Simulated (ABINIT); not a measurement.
# Quasiparticle gap of GaAs (F-43m) in ABINIT, part 2 of 3

How does a plane-wave GW calculation on GaAs (F-43m) run from the first input to the gap?

ABINIT 10.8.3; PBE and many-body steps on it, plane waves. Known limits of the many-body steps: not at the basis limit; screening runs away on this mesh; no spin-orbit coupling; coarse k mesh.

So far. Step 2 (Ground state): The gap is direct, at Γ.

### 3. Bands along the symmetry lines

Level of this step: DFT, PBE, plane waves, norm-conserving pseudopotentials (ABINIT).

Levels along a band path, at the cheap level, show where the edges lie and whether the meshes to come will hold them.

run.abi reads:

```
acell 3*1.0 Angstrom
rprim 
  0.000000000000 2.826850000000 2.826850000000
  2.826850000000 0.000000000000 2.826850000000
  2.826850000000 2.826850000000 0.000000000000
ntypat 2
znucl 31 33
natom 2
typat 1 2
xred 
  0.000000000000 0.000000000000 0.000000000000
  0.250000000000 0.250000000000 0.250000000000
pp_dirpath "pseudos"
pseudos "Ga.upf, As.upf"
ecut 45
iscf -2
irdden 1
kptopt 0
nkpt 50
kpt 
  0.00000000 0.00000000 0.00000000
  -0.06250000 -0.06250000 0.00000000
  -0.12500000 -0.12500000 0.00000000
  -0.18750000 -0.18750000 0.00000000
  -0.25000000 -0.25000000 0.00000000
  -0.31250000 -0.31250000 0.00000000
  -0.37500000 -0.37500000 0.00000000
  -0.43750000 -0.43750000 0.00000000
  -0.50000000 -0.50000000 0.00000000
  -0.48437500 -0.48437500 0.03125000
  -0.46875000 -0.46875000 0.06250000
  -0.45312500 -0.45312500 0.09375000
  -0.43750000 -0.43750000 0.12500000
  -0.42187500 -0.42187500 0.15625000
  -0.40625000 -0.40625000 0.18750000
  -0.39062500 -0.39062500 0.21875000
  -0.37500000 -0.37500000 0.25000000
  -0.37500000 0.00000000 0.37500000
  -0.32812500 0.00000000 0.32812500
  -0.28125000 0.00000000 0.28125000
  -0.23437500 0.00000000 0.23437500
  -0.18750000 0.00000000 0.18750000
  -0.14062500 0.00000000 0.14062500
  -0.09375000 0.00000000 0.09375000
  -0.04687500 0.00000000 0.04687500
  0.00000000 0.00000000 0.00000000
  0.00000000 0.00000000 0.06250000
  0.00000000 0.00000000 0.12500000
  0.00000000 0.00000000 0.18750000
  0.00000000 0.00000000 0.25000000
  0.00000000 0.00000000 0.31250000
  0.00000000 0.00000000 0.37500000
  0.00000000 0.00000000 0.43750000
  -0.00000000 -0.00000000 0.50000000
  -0.06250000 -0.03125000 0.46875000
  -0.12500000 -0.06250000 0.43750000
  -0.18750000 -0.09375000 0.40625000
  -0.25000000 -0.12500000 0.37500000
  -0.31250000 -0.15625000 0.34375000
  -0.37500000 -0.18750000 0.31250000
  -0.43750000 -0.21875000 0.28125000
  -0.50000000 -0.25000000 0.25000000
  -0.50000000 -0.28125000 0.21875000
  -0.50000000 -0.31250000 0.18750000
  -0.50000000 -0.34375000 0.15625000
  -0.50000000 -0.37500000 0.12500000
  -0.50000000 -0.40625000 0.09375000
  -0.50000000 -0.43750000 0.06250000
  -0.50000000 -0.46875000 0.03125000
  -0.50000000 -0.50000000 0.00000000
istwfk *1
nband 29
nbdbuf 2
tolwfr 1e-08
nstep 40
prtwf 0
prtvol 0
indata_prefix "in"
outdata_prefix "out"
tmpdata_prefix "tmp"
```

On the command line:

```
> OMP_NUM_THREADS=1 mpirun -n 4 abinit run.abi > log
```

Numbers of over 12 decimals in the logs are rounded to 6 here.

The program printed:

```text
.Version 10.8.3 of ABINIT. v10.8.2 released Aug 2026.

 Symmetries : space group F-4 3 m (#216); Bravais cF (face-center cubic)
[... echo of the input left out ...]
== DATASET  1 ==================================================================
-   mpi_nproc: 4, omp_nthreads: 1 (-1 if OMP is not activated)

--- !DatasetInfo
iteration_state: {dtset: 1, }
dimensions: {natom: 2, nkpt: 50, mband: 29, nsppol: 1, nspinor: 1, nspden: 1, mpw: 4477, }
cutoff_energies: {ecut:  45.0, pawecutdg:  -1.0, }
electrons: {nelect:   4.40000000E+01, charge:   0.00000000E+00, occopt:   1.00000000E+00, tsmear:   1.00000000E-02, }

 Real(R)+Recip(G) space primitive vectors, cartesian coordinates (Bohr,Bohr^-1):
 R(1)=  0.0000000  5.3419723  5.3419723  G(1)= -0.0935984  0.0935984  0.0935984
 R(2)=  5.3419723  0.0000000  5.3419723  G(2)=  0.0935984 -0.0935984  0.0935984
 R(3)=  5.3419723  5.3419723  0.0000000  G(3)=  0.0935984  0.0935984 -0.0935984
 Unit cell volume ucvol=  3.0488418E+02 bohr^3
 Angles (23,13,12)=  6.00000000E+01  6.00000000E+01  6.00000000E+01 degrees

 getcut: wavevector=  0.0000  0.0000  0.0000  ngfft=  48  48  48
         ecut(hartree)=     45.000   => boxcut(ratio)=   2.10404

--- Pseudopotential description ------------------------------------------------
- Ga Generated using ONCVPSP code by D. R. Hamann
- 31.00000  21.00000  171031                  znucl, zion, pspdat
12 -101130 2 -1 1902                          pspcod,pspxc,lmax,lloc,mmax
     nproj     2     2     2
  pspatm : epsatm=   21.85474337
         --- l  ekb(1:nproj) -->
             0    4.962806   -1.220223
             1   -5.679278   -1.350476
             2  -10.596651   -3.839775
 pspatm: atomic psp has been read  and splines computed

- As Generated using ONCVPSP code by D. R. Hamann
- 33.00000  23.00000  171031                  znucl, zion, pspdat
12 -101130 2 -1 1358                          pspcod,pspxc,lmax,lloc,mmax
     nproj     2     2     2
  pspatm : epsatm=   24.77333152
         --- l  ekb(1:nproj) -->
[...]
pspatm: atomic psp has been read  and splines computed

--------------------------------------------------------------------------------

================================================================================
 prteigrs : about to open file out_EIG
 Non-SCF case, kpt    1 (  0.00000  0.00000  0.00000), residuals and eigenvalues=
  7.95E-09  4.10E-09  8.72E-10  4.22E-09  1.87E-09  2.51E-09  6.84E-09  4.92E-09
  4.52E-09  6.80E-09  5.31E-09  1.63E-09  2.65E-09  3.05E-09  6.31E-09  5.72E-09
  3.83E-09  3.66E-09  7.04E-09  2.25E-09  2.99E-09  6.38E-09  8.69E-09  9.63E-09
  3.50E-09  7.40E-09  6.12E-09  1.08E-06  2.68E-05
 -6.5841E+00 -5.0788E+00 -4.5024E+00 -4.5024E+00 -4.5024E+00 -3.2656E+00
 -3.2656E+00 -3.2656E+00 -1.0842E+00 -1.0842E+00 -1.0842E+00 -1.0838E+00
 -1.0838E+00 -3.3685E-01 -3.3685E-01 -3.3685E-01 -3.3402E-01 -3.3402E-01
[...]
1.73E-09  1.85E-09  3.51E-09  1.38E-07  1.65E-05
[...]
Non-SCF case, kpt    3 ( -0.12500 -0.12500  0.00000), residuals and eigenvalues=
[...]
Non-SCF case, kpt   49 ( -0.50000 -0.46875  0.03125), residuals and eigenvalues=
[...]
Non-SCF case, kpt   50 ( -0.50000 -0.50000  0.00000), residuals and eigenvalues=
[...]
-1.0837E+00 -3.4072E-01 -3.3464E-01 -3.3464E-01 -3.3460E-01 -3.3301E-01
 -1.6768E-01 -4.2359E-02  1.0989E-01  1.0989E-01  2.6225E-01  2.6928E-01
[...]
--- !ResultsGS
iteration_state: {dtset: 1, }
comment   : Summary of ground state results
lattice_vectors:
- [  0.0000000,   5.3419723,   5.3419723, ]
- [  5.3419723,   0.0000000,   5.3419723, ]
- [  5.3419723,   5.3419723,   0.0000000, ]
lattice_lengths: [   7.55469,    7.55469,    7.55469, ]
lattice_angles: [ 60.000,  60.000,  60.000, ] # degrees, (23, 13, 12)
lattice_volume:   3.0488418E+02
convergence: {deltae:  0.000E+00, res2:  0.000E+00, residm:  9.967E-09, diffor:  0.000E+00, }
etotal    :  -5.53587247E+02
entropy   :   0.00000000E+00
fermie    :   2.08235878E-01
cartesian_stress_tensor: null
pressure_GPa: null
xred      :
- [  0.0000E+00,   0.0000E+00,   0.0000E+00, Ga]
- [  2.5000E-01,   2.5000E-01,   2.5000E-01, As]
cartesian_forces: null
force_length_stats: {min: null, max: null, mean: null, }

 Integrated electronic density in atomic spheres:
 ------------------------------------------------
 Atom  Sphere_radius  Integrated_density
[...]
================================================================================

 ----iterations are completed or convergence reached----

 Mean square residual over all n,k,spin=   48.042E-10; max=  99.673E-10
 reduced coordinates (array xred) for    2 atoms
       0.000000000000      0.000000000000      0.000000000000
       0.250000000000      0.250000000000      0.250000000000

 cartesian coordinates (angstrom) at end:
    1      0.000000     0.000000     0.000000
    2      1.413425     1.413425     1.413425
 length scales=  1.889726125908  1.889726125908  1.889726125908 bohr
              =  1.000000000000  1.000000000000  1.000000000000 angstroms
 prteigrs : about to open file out_EIG
 Eigenvalues (hartree) for nkpt=  50  k points:
 kpt#   1, nband= 29, wtk=  1.00000, kpt=  0.0000  0.0000  0.0000 (reduced coord)
[...]
kpt#   2, nband= 29, wtk=  1.00000, kpt= -0.0625 -0.0625  0.0000 (reduced coord)
[...]
kpt#   3, nband= 29, wtk=  1.00000, kpt= -0.1250 -0.1250  0.0000 (reduced coord)
[...]
kpt#  49, nband= 29, wtk=  1.00000, kpt= -0.5000 -0.4687  0.0313 (reduced coord)
[...]
0.57609    0.57670    0.61192    0.68199    0.70271
 kpt#  50, nband= 29, wtk=  1.00000, kpt= -0.5000 -0.5000  0.0000 (reduced coord)
[...]
-1.08414   -1.08402   -1.08402   -1.08377   -1.08368   -0.34072   -0.33464   -0.33464
  -0.33460   -0.33301   -0.16768   -0.04236    0.10989    0.10989    0.26225    0.26928
   0.58231    0.58231    0.61197    0.69814    0.70285

== END DATASET(S) ==============================================================
================================================================================

 -outvars: echo values of variables after computation  --------
            nband          29
             nkpt          50
          spgroup         216
 [... the other variables as echoed above ...]

 Calculation completed.
```

Wall time 29 s (4 MPI ranks of Arm Neoverse V1, shared host); peak memory 0.36 GiB; 1.9 min of CPU time.

Numbers from this step:

```yaml
gap: 0.5078 eV
k_of_the_valence_top: 0, 0, 0
k_of_the_conduction_bottom: 0, 0, 0
least_direct_gap: 0.5078 eV
```

The gap is 0.508 eV, as in the run before at this level.

Electronic bands along the path, in eV, zero at the top of the highest filled band:

```csv
point,band 19,band 20,band 21,band 22,band 23,band 24,band 25,band 26
Γ,-12.73,0.00,0.00,0.00,0.51,3.74,3.74,3.74
halfway,-11.80,-4.09,-1.69,-1.69,1.99,3.27,6.62,6.62
X,-10.23,-6.82,-2.68,-2.68,1.47,1.66,10.18,10.18
halfway,-10.22,-6.77,-3.20,-2.57,1.66,2.57,9.21,9.43
U,-10.27,-6.63,-3.86,-2.26,1.97,4.64,7.96,8.07
jump to K,-10.27,-6.63,-3.86,-2.26,1.97,4.64,7.96,8.07
halfway,-11.72,-4.56,-2.44,-0.68,2.68,4.77,4.81,5.65
Γ,-12.73,0.00,0.00,0.00,0.51,3.74,3.74,3.74
halfway,-12.04,-4.14,-0.68,-0.68,1.45,4.60,4.60,5.96
L,-10.97,-6.64,-1.14,-1.14,1.00,4.65,4.65,7.76
halfway,-10.63,-6.49,-3.22,-1.94,3.03,4.18,6.35,7.70
W,-10.17,-6.63,-3.53,-3.34,4.62,4.73,5.42,6.05
halfway,-10.20,-6.73,-3.14,-3.04,2.56,2.76,8.15,8.36
X,-10.23,-6.82,-2.68,-2.68,1.47,1.66,10.18,10.18
```

The electronic bands as a text plot (rows in eV, shown from -8.0 to 6.5 only):

```
    6.2 |                  +++              +         ++ +++
    5.6 |    +              +++++++                  +  ++++
    5.0 |  ++                   +  ++      + ++   +++    ++
    4.4 |                 +      ++      ++++  +++++++++++++
    3.8 |++              +         ++++++++             +   +
    3.2 |  +++++        +                             ++
    2.6 |  +++  +++    +   ++++++++                  +       ++
    2.0 |     ++   ++ + +++        ++               +         +++
    1.4 | +     ++++++++             +  ++++++++  ++            +
    0.8 |+                            ++        ++
    0.2 |*                           ****
   -0.4 | ***                   ******   ****
   -1.0 | *  *                **   ***  *    ********
   -1.7 |     **           ***   **               ** **
   -2.3 |  **   ***     ***     *  **    **         *  *
   -2.9 |    *     *****      **           *         *  **   ****
   -3.5 |              ***  **   **                   *******
   -4.1 |     **          **                *
   -4.7 |                       *
   -5.3 |       **            **             **
   -5.9 |         *         **                 *
   -6.5 |          **  *****                    ***************
   -7.1 |            **                                        **
   -7.7 |
         Γ           X  U|K            Γ         L        W     X
```

### 4. Empty states on the mesh, 4×4×4 mesh, 119 bands

The sums over transitions need many empty states on a uniform mesh; this step solves for them.

run.abi reads:

```
acell 3*1.0 Angstrom
rprim 
  0.000000000000 2.826850000000 2.826850000000
  2.826850000000 0.000000000000 2.826850000000
  2.826850000000 2.826850000000 0.000000000000
ntypat 2
znucl 31 33
natom 2
typat 1 2
xred 
  0.000000000000 0.000000000000 0.000000000000
  0.250000000000 0.250000000000 0.250000000000
pp_dirpath "pseudos"
pseudos "Ga.upf, As.upf"
ecut 45
ngkpt 4 4 4
nshiftk 1
shiftk 0 0 0
kptopt 1
chksymbreak 0
iscf -2
irdden 1
istwfk *1
nband 119
nbdbuf 10
tolwfr 1e-09
nstep 60
prtvol 0
indata_prefix "in"
outdata_prefix "out"
tmpdata_prefix "tmp"
```

The program printed:

```text
.Version 10.8.3 of ABINIT. v10.8.2 released Aug 2026.

 Symmetries : space group F-4 3 m (#216); Bravais cF (face-center cubic)
[... echo of the input left out ...]
== DATASET  1 ==================================================================
-   mpi_nproc: 4, omp_nthreads: 1 (-1 if OMP is not activated)

--- !DatasetInfo
iteration_state: {dtset: 1, }
dimensions: {natom: 2, nkpt: 8, mband: 119, nsppol: 1, nspinor: 1, nspden: 1, mpw: 4477, }
cutoff_energies: {ecut:  45.0, pawecutdg:  -1.0, }
electrons: {nelect:   4.40000000E+01, charge:   0.00000000E+00, occopt:   1.00000000E+00, tsmear:   1.00000000E-02, }

 Real(R)+Recip(G) space primitive vectors, cartesian coordinates (Bohr,Bohr^-1):
 R(1)=  0.0000000  5.3419723  5.3419723  G(1)= -0.0935984  0.0935984  0.0935984
 R(2)=  5.3419723  0.0000000  5.3419723  G(2)=  0.0935984 -0.0935984  0.0935984
 R(3)=  5.3419723  5.3419723  0.0000000  G(3)=  0.0935984  0.0935984 -0.0935984
 Unit cell volume ucvol=  3.0488418E+02 bohr^3
 Angles (23,13,12)=  6.00000000E+01  6.00000000E+01  6.00000000E+01 degrees

 getcut: wavevector=  0.0000  0.0000  0.0000  ngfft=  48  48  48
         ecut(hartree)=     45.000   => boxcut(ratio)=   2.10404

--- Pseudopotential description ------------------------------------------------
- Ga Generated using ONCVPSP code by D. R. Hamann
- 31.00000  21.00000  171031                  znucl, zion, pspdat
12 -101130 2 -1 1902                          pspcod,pspxc,lmax,lloc,mmax
     nproj     2     2     2
  pspatm : epsatm=   21.85474337
         --- l  ekb(1:nproj) -->
             0    4.962806   -1.220223
             1   -5.679278   -1.350476
             2  -10.596651   -3.839775
 pspatm: atomic psp has been read  and splines computed

- As Generated using ONCVPSP code by D. R. Hamann
- 33.00000  23.00000  171031                  znucl, zion, pspdat
12 -101130 2 -1 1358                          pspcod,pspxc,lmax,lloc,mmax
     nproj     2     2     2
  pspatm : epsatm=   24.77333152
         --- l  ekb(1:nproj) -->
[...]
pspatm: atomic psp has been read  and splines computed

--------------------------------------------------------------------------------

================================================================================
 prteigrs : about to open file out_EIG
 Non-SCF case, kpt    1 (  0.00000  0.00000  0.00000), residuals and eigenvalues=
  2.36E-10  8.93E-10  7.38E-11  9.95E-11  6.90E-11  9.72E-11  1.04E-10  1.06E-10
  7.48E-10  6.00E-10  5.34E-10  4.54E-10  8.22E-10  1.21E-10  1.08E-10  7.51E-11
  2.42E-10  2.67E-10  2.67E-10  6.90E-10  4.67E-10  8.19E-10  6.93E-10  3.38E-10
[...]
3.38E-09  3.81E-08  1.26E-07  3.97E-07  2.33E-06  1.84E-04  1.01E-03
 -6.5841E+00 -5.0788E+00 -4.5024E+00 -4.5024E+00 -4.5024E+00 -3.2656E+00
 -3.2656E+00 -3.2656E+00 -1.0842E+00 -1.0842E+00 -1.0842E+00 -1.0838E+00
 -1.0838E+00 -3.3685E-01 -3.3685E-01 -3.3685E-01 -3.3402E-01 -3.3402E-01
[...]
3.1199E+00  3.1836E+00  3.1836E+00  3.1836E+00  3.2325E+00  3.2325E+00
  3.2325E+00  3.2671E+00  3.2671E+00  3.2671E+00  3.2713E+00  3.2713E+00
  3.3183E+00  3.3183E+00  3.3183E+00  3.3609E+00  3.3825E+00
 prteigrs : prtvol=0 or 1, do not print more k-points.

--- !ResultsGS
iteration_state: {dtset: 1, }
comment   : Summary of ground state results
lattice_vectors:
- [  0.0000000,   5.3419723,   5.3419723, ]
- [  5.3419723,   0.0000000,   5.3419723, ]
- [  5.3419723,   5.3419723,   0.0000000, ]
lattice_lengths: [   7.55469,    7.55469,    7.55469, ]
lattice_angles: [ 60.000,  60.000,  60.000, ] # degrees, (23, 13, 12)
lattice_volume:   3.0488418E+02
convergence: {deltae:  0.000E+00, res2:  0.000E+00, residm:  9.944E-10, diffor:  0.000E+00, }
etotal    :  -5.53587247E+02
entropy   :   0.00000000E+00
fermie    :   2.08235878E-01
cartesian_stress_tensor: null
pressure_GPa: null
xred      :
- [  0.0000E+00,   0.0000E+00,   0.0000E+00, Ga]
- [  2.5000E-01,   2.5000E-01,   2.5000E-01, As]
cartesian_forces: null
force_length_stats: {min: null, max: null, mean: null, }

 Integrated electronic density in atomic spheres:
 ------------------------------------------------
 Atom  Sphere_radius  Integrated_density
[...]
================================================================================

 ----iterations are completed or convergence reached----

 Mean square residual over all n,k,spin=   41.853E-11; max=  99.438E-11
 reduced coordinates (array xred) for    2 atoms
       0.000000000000      0.000000000000      0.000000000000
       0.250000000000      0.250000000000      0.250000000000

 cartesian coordinates (angstrom) at end:
    1      0.000000     0.000000     0.000000
    2      1.413425     1.413425     1.413425
 length scales=  1.889726125908  1.889726125908  1.889726125908 bohr
              =  1.000000000000  1.000000000000  1.000000000000 angstroms
 prteigrs : about to open file out_EIG
 Eigenvalues (hartree) for nkpt=   8  k points:
 kpt#   1, nband=119, wtk=  0.01563, kpt=  0.0000  0.0000  0.0000 (reduced coord)
[...]
3.02196    3.05490    3.11383    3.11383    3.11383    3.11989    3.11989    3.18360
   3.18360    3.18360    3.23255    3.23255    3.23255    3.26712    3.26712    3.26712
   3.27129    3.27129    3.31827    3.31827    3.31827    3.36094    3.38255
 prteigrs : prtvol=0 or 1, do not print more k-points.

== END DATASET(S) ==============================================================
================================================================================

 -outvars: echo values of variables after computation  --------
            nband         119
             nkpt           8
          spgroup         216
 [... the other variables as echoed above ...]

 Calculation completed.
```

It took 32 s on 4 MPI ranks; peak memory 0.35 GiB; 2.1 min of CPU time.

This step gave:

| Quantity | Value |
| --- | --- |
| gap | 0.5078 eV |
| k of the valence top | 0, 0, 0 |
| k of the conduction bottom | 0, 0, 0 |
| least direct gap | 0.5078 eV |
| k points computed | 8 |
| lowest point of the top converged band, above the valence top | 79.6681 eV |

On this mesh the gap is 0.508 eV.

(Continued in part 3 of 3.)

[Paths, hosts, dates, memory and timing lines, banners, echoed tables and standing remarks are left out of the program output.]

[Logs are printed without paths, hosts, clocks, repeated set-up lines and the standing remarks that a program may print on its own settings, such as how far it seeks lower states.]

[Runs of the session that timed out or met a known fault of the program may be left out.]

[Hosts, paths, dates, database ids (printed as entryN), source tags and the programs' standing remarks are cut or masked in the printed files.]

[G0W0 gaps are taken among the corrected bands and points alone; a level outside them can change the order at an edge.]

[Where Ansatz stands beside ABINIT at settings called matched, ABINIT's density can come from a denser mesh and the files from another edition; pairs whose starting gaps differed by over 0.03 eV were left out, so agreement reads better than it is.]
